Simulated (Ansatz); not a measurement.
MgF$_{2}$ (rutile)

```
MgF2
1.0
    9.39675     0.00000     0.00000
    4.69838     4.69838     0.00000
    0.00000     0.00000     3.09284
Mg F
4 8
Direct
  0.00000   0.00000   0.00000
  0.50000   0.00000   0.00000
  0.00000   0.50000   0.50000
  0.50000   0.50000   0.50000
  0.00000   0.30358   0.00000
  0.50000   0.30358   0.00000
  0.30358   0.19642   0.50000
  0.80358   0.19642   0.50000
  0.69642   0.80358   0.50000
  0.19642   0.80358   0.50000
  0.00000   0.69642   0.00000
  0.50000   0.69642   0.00000
```

A phonon eigenvector at M = (0.5, 0.5, 0.0) is frozen into this cell: atom i moves by Q times the vector below, so Q is the largest atomic displacement, in Å. The cell is held. It is one choice among 2 degenerate patterns. (q is in reciprocal vectors of the primitive cell; the cell shown is doubled to hold the pattern.)

```tsv
atom	x	y	z
Mg1	-0.717	-0.697	0.000
Mg2	0.717	0.697	0.000
Mg3	-0.041	-0.171	0.000
Mg4	0.041	0.171	0.000
F5	0.580	0.587	0.000
F6	-0.580	-0.587	0.000
F7	-0.093	0.014	0.000
F8	0.093	-0.014	0.000
F9	-0.093	0.014	0.000
F10	0.093	-0.014	0.000
F11	0.580	0.587	0.000
F12	-0.580	-0.587	0.000
```

These are PBE (plane waves to 420 eV, PAW, scalar-relativistic; Ansatz, an electronic-structure program) values and carry that method's errors. k mesh 7×7×11 (Γ-centred), Fermi-Dirac smearing 0.05 eV. Energies are smeared free energies. Stress and pressure are positive under compression. MgF2 was relaxed with its symmetry unable to fall. ΔE is measured from the undisplaced structure.

| Q (Å) | ΔE (meV/cell) | −dE/dQ from forces (eV/Å) | P (GPa) |
|---|---|---|---|
| -0.180 | 1273 | 17.799 | 5.56 |
| -0.150 | 815 | 12.899 | 3.73 |
| -0.120 | 487 | 9.126 | 2.32 |
| -0.090 | 260 | 6.180 | 1.27 |
| -0.060 | 111 | 3.815 | 0.56 |
| -0.030 | 27 | 1.818 | 0.14 |
| 0.000 | 0 | 0.000 | 0.00 |
| 0.030 | 27 | -1.818 | 0.14 |
| 0.060 | 111 | -3.815 | 0.56 |
| 0.090 | 260 | -6.180 | 1.27 |
| 0.120 | 487 | -9.126 | 2.32 |
| 0.150 | 815 | -12.899 | 3.73 |
| 0.180 | 1273 | -17.799 | 5.56 |

What the scan shows:

* **Energy at Q = 0.180 Å**: 1273 meV/cell
* **Space group of the distorted cell**: P2/m (No. 10), lowered from P4_2/mnm
* **Symmetry of the curve**: even: the same for both signs
* **Shape of the curve**: a single well with its minimum at or next to zero displacement
* **Harmonic wavenumber from the curvature (finite differences)**: 398 cm⁻¹
* **Wavenumber by perturbation theory (DFPT, on another k mesh)**: 398 cm⁻¹

(A displaced cell: forces are minus the slopes of the energy, force constants its curvatures, and phonons follow from these.)
